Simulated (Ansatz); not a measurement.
# Na (fcc type): the cost of one run

Method: DFT, PBE, all-electron LAPW, scalar-relativistic, in Ansatz 0.2.0.

This is Na in the fcc structure; at room conditions it is bcc.

## 1. Starting point

It takes space group Fm-3m (No. 225, cubic). The conventional cell has a = 3.953 Å, b = 3.953 Å, c = 3.953 Å, α = 90.00°, β = 90.00°, γ = 90.00°. Na (site symmetry m-3m) has 12 Na at 2.79 Å as nearest neighbours.

As a file:

```cif
data_structure
_symmetry_space_group_name_H-M 'Fm-3m'
_symmetry_Int_Tables_number 225
_cell_length_a 3.9526
_cell_length_b 3.9526
_cell_length_c 3.9526
_cell_angle_alpha 90.000
_cell_angle_beta 90.000
_cell_angle_gamma 90.000
_cell_volume 61.75
loop_
_atom_site_label
_atom_site_type_symbol
_atom_site_symmetry_multiplicity
_atom_site_Wyckoff_symbol
_atom_site_fract_x
_atom_site_fract_y
_atom_site_fract_z
_atom_site_occupancy
Na1 Na 4 a 0.00000 0.00000 0.00000 1
```

The file gives the conventional cell by its symmetry; the runs use the cell typed in the input.

## 2. Fcc relaxed under pressure, LAPW

input.yaml reads:

```yaml
crystal:
  lattice:
    - [0.0, 1.9763059058, 1.9763059058]
    - [1.9763059058, 0.0, 1.9763059058]
    - [1.9763059058, 1.9763059058, 0.0]
  atoms:
    - { symbol: Na, position: [0.0, 0.0, 0.0] }
kpoints:
  mp_grid: { grid: [17, 17, 17] }
scf:
  occupations: { method: fermi_dirac, width: 0.05 }
hamiltonian:
  xc: pbe
  pseudopotentials: { kind: all_electron, lapw: { basis_error: 0.0005 } }
output:
  forces: true
  stress: true
  eigenvalues: true
relax:
  f_tol: 0.005
  max_steps: 12
  cell: { p_target: 35.0, stress_tol: 0.03 }
```

Run with:

```console
$ ansatz run input.yaml --threads 2 --pin off --max-ram 5120MiB --backend cpu --events-out ev --progress --plain --runs-dir out
```

What time and memory should one allow on 2 threads of Intel Xeon Platinum 8259CL at 2.50GHz (Skylake/Cascade Lake), shared host?

About 5.8 s, with a peak of 0.32 GiB.
